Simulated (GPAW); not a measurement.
C:

```
C
1.0
     0.00000    1.78337    1.78337
     1.78337    0.00000    1.78337
     1.78337    1.78337    0.00000
C
2
Direct
  0.25000 0.25000 0.25000
  0.00000 0.00000 0.00000
```

This isn't the form of C at room conditions, which is graphite.

Base run:

- Program: GPAW 26.7.0
- Functional: LDA
- Potentials or basis: the program's PAW data sets (release 1.2.1) made for this functional
- Cutoff: 650 eV
- Basis: pw
- k mesh: 10 × 10 × 10
- Occupations: fermi-dirac, width 0.05 eV
- Spin: no spin polarisation

Its results: band gap on the k mesh 4.14 eV, indirect (least direct gap 5.55 eV).

Q: The run is repeated on the same cell with these changes: functional from LDA to GLLB-SC; cutoff from 650 eV to 800 eV. What comes out?

A: Band gap on the k mesh with the derivative discontinuity 5.45 eV.

Caveats: the GLLB-SC gap is the Kohn-Sham gap of the path plus the derivative discontinuity (some runs); a model potential gives levels but no total energy (some runs).

A k mesh can miss the band edges.

Not every run made on this cell is shown here.
